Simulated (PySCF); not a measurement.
# Reproducing measurements on C6H6O

**The experiment to reproduce.**

NIST CCCBDB Release 22 (SRD 101), experimental dipoles lists, for the gas: dipole moment 1.224 D.

The results are set against them at the end.

Compound: C6H6O.
Atom-mapped SMILES: `[OH:1][c:2]1[cH:3][cH:4][cH:5][cH:6][cH:7]1` (hydrogens: H8 on O1; H9 on C3; H10 on C4; H11 on C5; H12 on C6; H13 on C7)

Cartesian coordinates in Å at the GFN2-xTB level; atoms count from 1:
```xyz
13
C6H6O angstrom
O      2.483   -0.178    0.009
C      1.124   -0.094    0.002
C      0.392   -1.278   -0.031
C     -0.988   -1.232   -0.038
C     -1.651   -0.016   -0.011
C     -0.924    1.160    0.022
C      0.459    1.126    0.028
H      2.864    0.708    0.033
H      0.925   -2.215   -0.049
H     -1.551   -2.153   -0.066
H     -2.730    0.014   -0.014
H     -1.434    2.112    0.044
H      1.027    2.047    0.054
```

The PySCF runs (gas phase, on this GFN2-xTB geometry; no spin–orbit coupling):

```
        level                                                              job  basis functions  wall time
PBE0/pcSseg-1  shieldings, ring-centre shieldings, charges and field gradients              149       15 s
```

Hardware: one thread of an Arm Neoverse V1, on a shared host.

**Comparison with experiment**

**Dipole moment.** Measured: 1.224 D (NIST CCCBDB Release 22 (SRD 101), experimental dipoles).

```csv
level,computed (D),computed − measured (D),% (from the printed values)
PBE0/pcSseg-1,1.365,+0.141,+12
```

The computed dipoles belong to one fixed geometry; measured ones are averaged over vibrations unless marked μe. Magnitudes are compared, not signs.

No measured geometry was used, and the causes of the misses weren't examined.
